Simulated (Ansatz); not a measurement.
CuI (F-43m) under strain

CuI (started from an entry of an open crystallographic database), relaxed with r2SCAN in Ansatz 0.2.0. Space group F-43m (No. 216), cubic; conventional cell a = 6.024 Å, 27.33 Å³ an atom. Cu is surrounded by 4 I at 2.61 Å; I is surrounded by 4 Cu at 2.61 Å.

The axes x, y and z are those of this cell:
```xyz
2
Lattice="0.0000 3.0120 3.0120 3.0120 0.0000 3.0120 3.0120 3.0120 0.0000" Properties=species:S:1:pos:R:3 pbc="T T T"
Cu    1.5060    1.5060    1.5060
I     0.0000    0.0000    0.0000
```

Unstrained: PBE gives a direct gap of 1.173 eV at Γ. With r2SCAN the gap is 1.667 eV and direct, at Γ. The HSE06 gap is direct at Γ: 2.670 eV. Meshes: PBE 8×8×8, r2SCAN 8×8×8, HSE06 6×6×6. Strains are changes of length per length, and xy shears are angles. After each strain the atoms were relaxed again with r2SCAN within the symmetry that the strain leaves, so tilts or polar shifts that break it weren't tested; points keep the names that they have in the unstrained zone. The values are computed, spin-unpolarised, and not measurements.

Changes of the least gap in eV (an overlap counts as a negative gap):
```tsv
strain	volume change (%)	space group	PBE	r2SCAN	HSE06	energy rise, r2SCAN (meV/atom)
isotropic -4.56 % on every length	-13.1	F-43m	+0.425	+0.464	+0.339	84.1
xy shear, engineering strain (angle) -0.92 %	0.0	Imm2	-0.007	-0.007	-0.010	0.2
biaxial +4.59 % in x and y, z held	+9.4	I-4m2	-0.261	-0.282	-0.215	30.0
epitaxial +5.68 % in the xy plane, free normal strain -7.84 %	+2.9	I-4m2	-0.175	-0.173	-0.170	20.7
```

Isotropic -4.56 % on every length. HSE06: the gap goes from 2.670 to 3.009 eV (+0.339 eV). Stress change with r2SCAN, compression positive: xx +8.77, yy +8.77, zz +8.77 GPa. For HSE06, dE_g/d ln V = -2.4 eV over this step.

Xy shear, engineering strain (angle) -0.92 %. HSE06: the gap goes from 2.670 to 2.660 eV (-0.010 eV); with r2SCAN the top three valence levels at Γ, degenerate before, become 1+1+1 from the top over 12 meV. Stress change with r2SCAN, compression positive: xx 0.00, yy 0.00, zz 0.00, xy +0.21 GPa.

Biaxial +4.59 % in x and y, z held. HSE06: the gap goes from 2.670 to 2.455 eV (-0.215 eV); with r2SCAN the top three valence levels at Γ, degenerate before, become 1+2 from the top over 57 meV. Stress change with r2SCAN, compression positive: xx -3.38, yy -3.38, zz -2.59 GPa.

Epitaxial +5.68 % in the xy plane, free normal strain -7.84 %. HSE06: the gap goes from 2.670 to 2.500 eV (-0.170 eV); with r2SCAN the top three valence levels at Γ, degenerate before, become 1+2 from the top over 153 meV. Stress change with r2SCAN, compression positive: xx -2.02, yy -2.02, zz 0.00 GPa.

No spin-orbit coupling is included; it can move band edges with weight on the heavy atoms by tenths of an eV.

The meshes of the hybrids are coarse, so their gaps aren't converged to the digits shown.

The splittings at Γ are without spin-orbit coupling, which regroups them where it is of like size or larger.
